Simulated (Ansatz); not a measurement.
# MgS (Niningerite) (Fm-3m) in Ansatz: a series of runs

Aim: see how the results for MgS (Niningerite) move with the level of theory and the settings. Levels: wPBEh, B3LYP+D3(BJ)-ATM. Tasks: atomic charges.

Everything below comes from runs of Ansatz 0.2.0. Logs are shortened: lines on timing, memory, paths and dates and some standing lists are left out, and cuts for length are marked.

**1. The structure**

Symmetry: Fm-3m, No. 225, cubic system. The conventional cell has a = 5.203 Å, b = 5.203 Å, c = 5.203 Å, α = 90.00°, β = 90.00°, γ = 90.00°. S (site symmetry m-3m) is surrounded by 6 Mg at 2.60 Å. Mg (site symmetry m-3m) has 6 S at 2.60 Å as nearest neighbours.

**2. Atomic charges, wPBEh**

File input.yaml:

```yaml
crystal:
  lattice:
    - [0.0, 2.60165, 2.60165]
    - [2.60165, 0.0, 2.60165]
    - [2.60165, 2.60165, 0.0]
  atoms:
    - { symbol: S, position: [0.5, 0.5, 0.5] }
    - { symbol: Mg, position: [0.0, 0.0, 0.0] }
hamiltonian:
  xc: wpbeh
  pseudopotentials: { kind: nc, accuracy: standard }
kpoints:
  mp_grid: { grid: [5, 5, 5] }
scf:
  occupations: { method: fermi_dirac, width: 0.1 }
output:
  forces: true
  stress: true
  eigenvalues: true
  bader: false
  populations: true
```

Potentials or basis: PseudoDojo standard (PBE files).

Run with:

```bash
> ansatz run input.yaml --threads 1 --pin off --max-ram 2560MiB --backend cpu --events-out ev --progress --plain --runs-dir out
```

The log of the run:

```text
Warning: output.stress: scf.convergence.dr2_threshold = 1e-7 eV (the SCF's general default) is looser than the 2e-10 eV advised for a printed stress (1e-10 eV for each atom of the cell: 2). What an SCF threshold leaves in a stress goes as its square root, and in the free energy as the threshold itself, and one threshold admits the most on a small cell: of the crystals measured, under no hybrid functional and no lock of the moments, on runs that ended without the residual-converged pass, on stresses that held no estimate of that error, the worst erred by over 100 MPa in a component at 1e-7 eV an atom and by under 5 at 1e-10. Set scf.convergence.dr2_threshold to 2e-10 eV or tighter. The threshold is an SCF's pass mark: one that does not reach it within its budget of iterations ends unconverged, or closes short of it on a stop that the run arms, and scf.convergence.dr2_threshold's page says what that costs each kind of run
Warning: output.stress: scf.exx.energy_threshold = 1e-6 eV is looser than the 2e-8 eV advised for a stress under a hybrid functional (1e-8 eV for each atom of the cell: 2). Every SCF of the exchange loop can meet its threshold on dr2 while the loop round them stops early: no threshold on dr2 bounds what that leaves in the stress. Set scf.exx.energy_threshold to 2e-8 eV or tighter. The threshold is the loop's pass mark: a loop that does not reach it within its budget of cycles ends unconverged, and scf.exx.energy_threshold's page has the law
Warning: RAYON_NUM_THREADS=1 ignored (pool sized by the plan → 1); use --threads N
Engine: ansatz 0.2.0, x86_64-unknown-linux-gnu
Pseudopotentials: kind: nc
Pseudopotential: S, nc, valence charge 6, recommended cutoff 770 eV (normal), S.nc.azcp (PseudoDojo's, or run here from an input of PseudoDojo's; its table is named by hamiltonian.pseudopotentials.accuracy)
Pseudopotential: Mg, nc, valence charge 10, recommended cutoff 1142.878222 eV (normal), Mg.nc.azcp (PseudoDojo's, or run here from an input of PseudoDojo's; its table is named by hamiltonian.pseudopotentials.accuracy)
Functional definition: wPBEh
  parameter a = 0.25
  parameter omega = 0.11/bohr
  exchange = wpbe_x - a*pbe_x_sr(omega) + a*exact_x_sr(omega)
  correlation = pbe_c
Crystal: 2 atoms, lattice volume = 35.219 Å³
Basis set: ecut = 1142.878222 eV, 3119 PW (Γ), exchange–correlation on 90×90×90 points (8 copies of the dense FFT grid, shifted against one another)
Bands: 12, of which v1, the nominal top of the filled ones, is band 8 counted from 1 (7 counted from 0)
Symmetry: 48 space group operations
Space group: Fm-3m (ITA 225), of the structure as read, at distance tolerance 3.3e-5 Å
k-points: 10 of 125
Non-local potential: S, projectors of the file, l = 0: 2, l = 1: 2, l = 2: 2
Non-local potential: Mg, projectors of the file, l = 0: 2, l = 1: 2
Initial density: superposition of atomic densities (chi_scale 0.1, normalization cell, long waves kept (reshape's long-wave potential 0.00 eV rms))
Initial wavefunctions: pseudopotential atomic-orbital guess
Functional: x = wpbeh, c = pbe(β = 0.06672455060314922), warm-up for x = wpbeh + 0.25 (exact − pbe) at short range (hse, ω = 0.20786987370883472 Å⁻¹), c = pbe(β = 0.06672455060314922); HSE06 as its authors and Libxc compose it (pw.x's `hse`: `xc: hse06`)
SCF iter   1: F=—  HF=-1918.467620 eV  |F-HF|=—  |Δ(HF+E_count)|=         —  Δρ=4.36e-2  dr2=3.82e-1  ethr=1.00e-1  ⟨swp⟩=7.0  Hψ=450  notcnv=0
preconditioner: auto → none  [insulator: Δε(μ)=3.279 eV  Ē_g=11.837 eV  σ=0.100 eV  W_gap=1.00  n_scr=8 (ndim 8)  ℏωp=17.7 eV  f_vac=0.000  D(μ)=0.00/eV (n_scr^D=0)]
SCF iter   2: F=—  HF=-1918.390662 eV  |F-HF|=—  |Δ(HF+E_count)|=   7.70e-2  Δρ=1.63e-2  dr2=4.49e-2  ethr=2.39e-3  ⟨swp⟩=3.3  Hψ=288  notcnv=0  defer=2
iter 3 solved again at ethr=2.23e-5 eV; its pass at ethr=2.81e-4 eV (dr2=3.56e-3 eV) is discarded
SCF iter   3: F=—  HF=-1918.401059 eV  |F-HF|=—  |Δ(HF+E_count)|=   1.04e-2  Δρ=5.56e-3  dr2=3.53e-3  ethr=2.23e-5  ⟨swp⟩=2.1  Hψ=502  notcnv=0
SCF iter   4: F=-1918.402545 eV  HF=-1918.402430 eV  |F-HF|=1.16e-4  |Δ(HF+E_count)|=   1.37e-3  Δρ=1.15e-3  dr2=1.72e-4  ethr=2.20e-5  ⟨swp⟩=3.0  Hψ=237  notcnv=0
SCF 1 stopped early in 4 iterations: F = -1918.402545 eV  dr2 = 1.72e-4
Initial density: handed on by an earlier stage of this run
Initial wavefunctions: those handed on with the density
Functional: x = wpbeh + 0.25 (exact − pbe) at short range (hse, ω = 0.20786987370883472 Å⁻¹), c = pbe(β = 0.06672455060314922); HSE06 as its authors and Libxc compose it (pw.x's `hse`: `xc: hse06`)
Exchange kernel: α = 0.2500, screened, ω = 0.2079 Å⁻¹, Wigner–Seitz truncation, v(0) = 1040.3841 eV·Å³, q-mesh 5×5×5, nearest image of the exchange supercell L = 18.40 Å, pair-density grid 24×24×24 (sized by the pseudopotential files, 36×36×36 at the most), exact exchange by density-matrix convolution
Frozen-core exchange: scaled_semilocal
SCF iter   1: F=—  HF=-1914.335417 eV  |F-HF|=—  |Δ(HF+E_count)|=         —  Δρ=4.73e-3  dr2=5.14e-3  ethr=1.07e-5  ⟨swp⟩=6.0  Hψ=494  notcnv=0
preconditioner: auto → none  [insulator: Δε(μ)=4.197 eV  Ē_g=13.402 eV  σ=0.100 eV  W_gap=1.00  n_scr=8 (ndim 8)  ℏωp=17.7 eV  f_vac=0.000  D(μ)=0.00/eV (n_scr^D=0)]
SCF iter   2: F=—  HF=-1914.334291 eV  |F-HF|=—  |Δ(HF+E_count)|=   1.13e-3  Δρ=1.44e-3  dr2=4.62e-4  ethr=1.07e-5  ⟨swp⟩=3.0  Hψ=237  notcnv=0
SCF iter   3: F=—  HF=-1914.336458 eV  |F-HF|=—  |Δ(HF+E_count)|=   2.17e-3  Δρ=4.69e-4  dr2=4.76e-5  ethr=1.60e-6  ⟨swp⟩=3.4  Hψ=257  notcnv=0
SCF iter   4: F=—  HF=-1914.336436 eV  |F-HF|=—  |Δ(HF+E_count)|=   2.27e-5  Δρ=8.83e-5  dr2=3.78e-6  ethr=2.71e-7  ⟨swp⟩=2.3  Hψ=209  notcnv=0
SCF iter   5: F=-1914.336449 eV  HF=-1914.336450 eV  |F-HF|=6.27e-7  |Δ(HF+E_count)|=   1.38e-5  Δρ=6.02e-5  dr2=6.29e-7  ethr=1.32e-8  ⟨swp⟩=3.9  Hψ=360  notcnv=0
SCF 2 stopped early in 5 iterations: F = -1914.336449 eV  dr2 = 6.29e-7
hybrid outer 1: dexx = +2.520e-3 eV, tail = 1.44e-6 eV
Exchange kernel: α = 0.2500, screened, ω = 0.2079 Å⁻¹, Wigner–Seitz truncation, v(0) = 1040.3841 eV·Å³, q-mesh 5×5×5, nearest image of the exchange supercell L = 18.40 Å, pair-density grid 24×24×24 (sized by the pseudopotential files, 36×36×36 at the most), exact exchange by density-matrix convolution
Frozen-core exchange: scaled_semilocal
SCF iter   1: F=—  HF=-1914.336466 eV  |F-HF|=—  |Δ(HF+E_count)|=         —  Δρ=3.61e-5  dr2=1.09e-7  ethr=4.51e-8  ⟨swp⟩=5.3  Hψ=337  notcnv=0
preconditioner: auto → none  [insulator: Δε(μ)=4.262 eV  Ē_g=13.433 eV  σ=0.100 eV  W_gap=1.00  n_scr=8 (ndim 8)  ℏωp=17.7 eV  f_vac=0.000  D(μ)=0.00/eV (n_scr^D=0)]
SCF iter   2: F=—  HF=-1914.336466 eV  |F-HF|=—  |Δ(HF+E_count)|=   2.65e-8  Δρ=1.60e-5  dr2=1.52e-8  ethr=6.11e-10  ⟨swp⟩=2.9  Hψ=229  notcnv=0
SCF iter   3: F=-1914.336466 eV  HF=-1914.336466 eV  |F-HF|=2.89e-11  |Δ(HF+E_count)|=   5.04e-9  Δρ=1.50e-6  dr2=1.62e-9  ethr=8.73e-11  ⟨swp⟩=3.0  Hψ=240  notcnv=0
SCF 3 converged in 3 iterations: F = -1914.336466 eV  dr2 = 1.62e-9
  Residual-converged pass: ⟨swp⟩=3.1  Hψ=239  notcnv=0  max |occ|·‖R‖ = 2.4e-6 eV (tolerance 2.4e-6 eV)  dr2=1.63e-9  max |Δocc| = 3.8e-19
hybrid outer 2: dexx = +1.424e-8 eV, tail = 3.31e-9 eV, Δε = 1.64e-3 eV (about 1.24e-4 eV left of the loop's levels)
hybrid SCF converged: 2 outer / 8 inner (+4 warm-up), last move |dexx| = 1.42e-8 eV, tail = 3.31e-9 eV
Stability not checked: this state was not tested for a lower state beside it, because the functional holds exact exchange (a hybrid, or Hartree-Fock), whose exchange loop this test does not read (fock_operator; see scf.lower_state_search)
Free energy (F): -1914.336466 eV
Frozen-core exchange: scaled_semilocal
Harris-Foulkes:  -1914.336466 eV  (|F-HF|=2.89e-11)
Internal energy: -1914.336466 eV  (E = F + TS)
E sigma→0 (E₀):  -1914.336466 eV
Fermi energy:    7.877511 eV
--- Per-component energies (eV) ---
  E_band       = -372.953265
  E_kinetic    = 1031.317584
  E_local      = -1755.823852  (includes V_loc(G=0)·N_el)
  E_nonlocal   = -451.323699
  E_hartree    = 604.366237
  E_xc         = -239.403738
  E_vxc        = -286.397692  (∫ρ·V_xc dr)
  E_exx        = -59.728977  (= α·E_x^exact, valence–valence)
  E_ewald      = -1043.740020
  E_smearing   = -0.000000  (= −TS)
  E_closure    = -0.000001  (closes the sum)
  Σ components = -1914.336466   (vs F -1914.336466, Δ=0.00e0)
--- Forces (eV/Å), atoms counted from 1 ---
  atom   1  S      0.00000000    -0.00000000     0.00000000
  atom   2  Mg     0.00000000    -0.00000000    -0.00000000
  max |Σ_I F_I| component: 2.76e-30 eV/Å
--- Stress (GPa, compression-positive) ---
        0.571561      -0.000000       0.000000
       -0.000000       0.571561      -0.000000
        0.000000       0.000000       0.571561
  P = ⅓ Tr σ = 0.5716 GPa (5.716 kbar)
--- Band table (eV; the first three rows and the last of 10) ---
  k-point 0: bands = ["-74.3946", "-38.5355", "-38.5355", "-38.5355", "-8.1478", "5.7608", "5.7608", "5.7608", "10.6716", "14.9130", "14.9130", "14.9130"]
  k-point 1: bands = ["-74.3945", "-38.5381", "-38.5358", "-38.5358", "-7.7354", "3.5306", "5.5140", "5.5140", "11.8858", "14.8286", "15.1077", "15.1077"]
  k-point 2: bands = ["-74.3943", "-38.5423", "-38.5362", "-38.5362", "-6.8831", "0.9336", "5.1718", "5.1718", "11.4956", "14.0426", "14.0426", "17.2445"]
  k-point 9: bands = ["-74.3941", "-38.5411", "-38.5395", "-38.5377", "-6.3862", "1.7265", "2.8425", "3.8775", "12.0592", "13.9183", "14.5318", "17.0204"]
--- Löwdin populations: 2 sites ---
  site symbol       q [e]
     0      S      7.3158
     1     Mg      8.5359
  spilling = 0.009270 (of n_electrons = 16.000000)
```

It took 38 s on 1 thread of Intel Xeon at 2.60GHz (Ice Lake), shared host; peak memory 1.2 GiB.

Results:

* Free energy: -1914.3365 eV
* Pressure: 0.6 GPa
* Band gap on the k mesh: 4.26 eV, indirect (least direct gap 4.91 eV)

Levels at points of the mesh, in eV from the valence-band top:
| k point | band 6 | band 7 | band 8 | band 9 | band 10 | band 11 |
| --- | --- | --- | --- | --- | --- | --- |
| (0.00, 0.00, 0.00) | 0.00 | 0.00 | 0.00 | 4.91 | 9.15 | 9.15 |

Caveat: odd divisions of the mesh miss points on the zone boundary, where band edges often lie, so the gap on the mesh can be too wide; the potentials were made for another functional, which shifts forces and pressure; the thresholds are loose for stress. A k mesh can miss the band edges.

**3. Atomic charges, B3LYP+D3(BJ)-ATM**

File input.yaml:

```yaml
crystal:
  lattice: { a: 5.2033, b: 5.2033, c: 5.2033, alpha: 90.0, beta: 90.0, gamma: 90.0 }
  space_group: 225
  reduce_to_primitive: true
  atoms:
    - { symbol: S, wyckoff: "4b", position: [0.5, 0.0, 0.0] }
    - { symbol: Mg, wyckoff: "4a", position: [0.0, 0.0, 0.0] }
hamiltonian:
  xc: b3lyp
  pseudopotentials: { kind: nc, accuracy: stringent }
  dispersion: d3bjatm
kpoints:
  mp_grid: { grid: [5, 5, 5] }
scf:
  occupations: { method: fermi_dirac, width: 0.05 }
output:
  forces: true
  stress: true
  eigenvalues: true
  bader: false
  populations: true
```

Potentials or basis: PseudoDojo stringent (PBE files).

Run with:

```bash
> ansatz run input.yaml --threads 1 --pin off --max-ram 2560MiB --backend cpu --events-out ev --progress --plain --runs-dir out
```

Run time: 36 s. Hardware: 1 thread of Intel Xeon at 2.60GHz (Ice Lake), shared host; peak memory 1.2 GiB.

It converged, with:

```
Free energy            : -1916.4383 eV
Pressure               : -3.3 GPa
Band gap on the k mesh : 4.62 eV, indirect (least direct gap 5.36 eV)
```

Levels at points of the mesh, in eV from the valence-band top:
```csv
k point,band 6,band 7,band 8,band 9,band 10,band 11
"(0.00, 0.00, 0.00)",0.00,0.00,0.00,5.36,9.64,9.64
```

Caveat: the potentials were made for another functional, which shifts forces and pressure; odd divisions of the mesh miss points on the zone boundary, where band edges often lie, so the gap on the mesh can be too wide; the thresholds are loose for stress. A k mesh can miss the band edges.
